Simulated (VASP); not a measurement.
EuO: single point with PBE

Crystal: EuO.

```
CELL_PARAMETERS angstrom
0.00000 2.57195 2.57195
2.57195 0.00000 2.57195
2.57195 2.57195 0.00000
ATOMIC_POSITIONS crystal
Eu 0.00000 0.00000 0.00000
O 0.50000 0.50000 0.50000
```

```
Program             : VASP 6.6.1
Task                : single point
Functional          : PBE
Potentials or basis : VASP PAW PBE potentials, release 64 (Eu, O)
Cutoff              : 500 eV
k mesh              : 9 × 9 × 9
Occupations         : gaussian, width 0.02 eV
Spin                : collinear spin, ferromagnetic start
Starting moments    : [7.0, 0.0] μB
```

```
Pressure                                              : -4.6 GPa
Band gap on the k mesh                                : none (metal or under the smearing width)
Net moment                                            : 6.98 μB per cell
Site moments                                          : Eu +6.60; O -0.10 μB
Valence electrons inside the program's atomic spheres : Eu 14.80; O 4.95
```

Levels at points of the mesh, in eV from the Fermi level:
Spin up:
| k point | band 12 | band 13 | band 14 | band 15 | band 16 | band 17 | band 18 | band 19 |
| --- | --- | --- | --- | --- | --- | --- | --- | --- |
| (0.00, 0.00, 0.00) | -0.23 | -0.23 | 0.07 | 0.07 | 0.07 | 1.61 | 1.61 | 1.61 |
Spin down:
| k point | band 5 | band 6 | band 7 | band 8 | band 9 | band 10 | band 11 | band 12 |
| --- | --- | --- | --- | --- | --- | --- | --- | --- |
| (0.00, 0.00, 0.00) | -17.62 | -3.80 | -3.80 | -3.80 | 0.66 | 2.73 | 2.73 | 2.73 |

Run time: 2.2 min on 1 thread of Intel(R) Xeon(R) Platinum 8488C (Sapphire Rapids), on a shared host, peak memory 0.21 GiB.

The gap isn't set beside the measured one, since this odd mesh misses points on the zone boundary.

Caveat: spin-orbit coupling is left out, which moves the levels of the heavy elements; a cell with one magnetic atom can't hold antiferromagnetic order, which such compounds often take; without U or exact exchange the open f shell lies at the Fermi level, which spoils levels, moments and volumes. The state reached can hang on the start; a lower one may exist.
